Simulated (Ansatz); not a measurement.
Theory: Ansatz, DFT PBE, scalar-relativistic, plane waves, PAW. Settings: cutoff 420 eV, Γ-centred meshes spaced at most about 0.3 Å⁻¹ (2π included), Gaussian smearing. No spin polarisation in the final relaxations.

Temperature and zero-point effects are left out. All come from trial cells, and lower structures may exist.

Question: Which of these relaxed structures of KH5 is the lowest in energy?
1.

```
CELL_PARAMETERS angstrom
3.80134 0.00000 0.00000
-1.90067 3.29206 0.00000
0.00000 0.00000 6.38615
ATOMIC_POSITIONS crystal
K 0.33333 0.66667 0.08958
H 0.33333 0.66667 0.54705
H 0.08619 0.91381 0.57580
H 0.08619 0.17238 0.57580
H 0.82762 0.91381 0.57580
H 0.00000 0.00000 0.94448
```

2.

```
CELL_PARAMETERS angstrom
0.00000 5.51155 2.80223
2.77254 0.00000 2.80223
2.77254 5.51155 0.00000
ATOMIC_POSITIONS crystal
K 0.50317 0.50317 0.49683
H 0.98301 0.42475 0.57525
H 0.02019 0.56549 0.43451
H 0.56549 0.02019 0.97981
H 0.42475 0.98301 0.01699
H 0.00169 0.00169 0.99831
```

3.

```
CELL_PARAMETERS angstrom
-2.81738 2.81738 2.64421
2.81738 -2.81738 2.64421
2.81738 2.81738 -2.64421
ATOMIC_POSITIONS crystal
K 0.50000 0.50000 0.00000
H 0.00000 0.43200 0.43200
H 0.00000 0.56800 0.56800
H 0.43200 0.00000 0.43200
H 0.56800 0.00000 0.56800
H 0.00000 0.00000 0.00000
```

Answer: 2. It has space group Fmm2 (No. 42); the next, 3, with space group I4/mmm (No. 139), lies 37 meV/atom higher. Counting H atoms around K (those within 1.25 times the shortest such distance or 1.15 times the sum of covalent radii, 1.27 where that leaves under three), the lowest has K 12 and the next has K 10. The lowest and the next both hold H–H pairs as short as in free H₂ molecules.

No dispersion correction is applied, so the spacing and binding between layers, chains or molecules are poorly described (P3m1), and this can change margins and order among such cells. With hydrogen, zero-point motion can shift such differences by 10 meV/atom or more. Cells relaxed within their symmetry can be saddle points. The Fmm2 cell of KH5 came from shaking the I4/mmm one. Some structure types and database cells were kept out of the candidates from the start, so a known form may be missing.
